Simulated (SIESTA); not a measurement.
**Pd: equation of state with PBE**

The system is Pd.

```
Pd
1.0
     0.00000    1.94650    1.94650
     1.94650    0.00000    1.94650
     1.94650    1.94650    0.00000
Pd
1
Direct
  0.00000 0.00000 0.00000
```

```yaml
Program: SIESTA 5.4.2
Task: equation of state
Functional: PBE
Potentials_or_basis: PseudoDojo 0.4 standard (PBE files, fully relativistic)
Basis: DZP (energy shift 0.003 Ry; two zetas on semicore shells)
Grid_cutoff: 800 Ry
Energy_shift: 0.003 Ry
k_mesh: 9 × 9 × 9
Occupations: fermi-dirac, width 0.05 eV
Spin: non-collinear spin, zero start, spin-orbit coupling
Starting_moments: "[[0.0, 0.0, 0.0]] μB"
```

```
Equilibrium volume                      : 15.36 Å³/atom
Bulk modulus                            : 153 GPa
Pressure derivative of the bulk modulus : 6.5 (rough: it moves with the points fitted)
```

Energy against volume, from the lowest point:
```
volume (Å³/atom)  energy (meV/atom)
          13.865              89.62
          14.160              54.99
          14.455              29.53
          14.750              12.72
          15.045               3.31
          15.340               0.00
          15.635               2.16
```

All runs of the series together: 24 min on 1 thread of AMD EPYC 7571 (shared host).

Caveat: the basis of atomic orbitals isn't converged, which shifts pressures, moduli and gaps. PBE usually gives volumes a little too large and moduli too small.
